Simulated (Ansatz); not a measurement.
# Compressing GaN: a fit and a missing row

GaN, P6_3mc, a = 3.218 Å, c = 5.243 Å. Ansatz: PBE, PAW, 420 eV, Γ-centred 12×12×6 mesh on 4 atoms, Gaussian smearing 0.02 eV; no spin polarisation. Shape and atoms are relaxed at each volume; pressure is positive in compression.

| V (Å³/atom) | P (GPa) |
| --- | --- |
| 10.347 | ? |
| 10.700 | 20.00 |
| 11.053 | 12.22 |
| 11.405 | 5.62 |
| 11.758 | 0.00 |
| 12.111 | -4.76 |
| 12.464 | -8.81 |
| 12.934 | -13.26 |

**Question.** Take V0 = 11.758 Å³/atom, fit the third-order Birch–Murnaghan form to the other rows, and predict the missing pressure.

**Answer.** With the Eulerian strain f = ½[(V0/V)^(2/3) − 1] and y = P/[3f(1 + 2f)^(5/2)], the form is the line y = B0 + 1.5 B0 (B0′ − 4) f. Rows (f, y): 0.03244, 175.6; 0.02104, 174.6; 0.01026, 173.5; -0.00976, 170.8; -0.01906, 169.8; -0.03079, 168.3. Means f = 0.0006883, y = 172.10; Σ(Δf)² = 0.003004, ΣΔfΔy = 0.3540; the slope is their ratio. y = 172.0 + 117.9 f GPa, so B0 = 172.0 GPa and B0′ = 4 + 2 × (117.9)/(3 × 172.0) = 4.46. At V = 10.347, f = 0.04448, y = 177.24 and P = 29.27 GPa. The run gave 29.17 GPa, so the fit is 0.10 GPa too high, a small miss on the scale of the series.